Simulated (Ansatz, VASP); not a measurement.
# AlN in VASP and in Ansatz

```xyz
4
Lattice="3.1349 0.0000 0.0000 -1.5675 2.7149 0.0000 0.0000 0.0000 4.9810" Properties=species:S:1:pos:R:3 pbc="T T T"
Al    0.0000    1.8099   -0.0080
Al    1.5675    0.9050    2.4825
N     0.0000    1.8099    1.9008
N     1.5675    0.9050    4.3913
```

Alike in both runs: functional PBE; k mesh 7 × 7 × 4; no spin polarisation.

Ansatz relaxed the structure, and its values are those at the end. VASP's run is a single point on that final structure, the one shown.

|  | VASP | Ansatz |
| --- | --- | --- |
| version | VASP 6.6.1 | Ansatz 0.2.0 |
| potentials or method | VASP PAW PBE potentials, release 64 (Al, N) | plane waves, PAW |
| plane-wave cutoff (eV) | 520 | 420 |
| occupations | gaussian, width 0.01 eV | fixed |
| valence electrons in the cell | 16 | 16 |

|  | VASP | Ansatz | Ansatz less VASP |
| --- | --- | --- | --- |
| gap on the k mesh at the Fermi level (eV) | 4.04 | 4.03 | -0.009 |
| pressure (GPa) | 0.5 | 0.8 | +0.27 |

Ansatz warned: «structure_snapped_to_symmetry».

As with any semilocal functional, this PBE gap is likely too small.
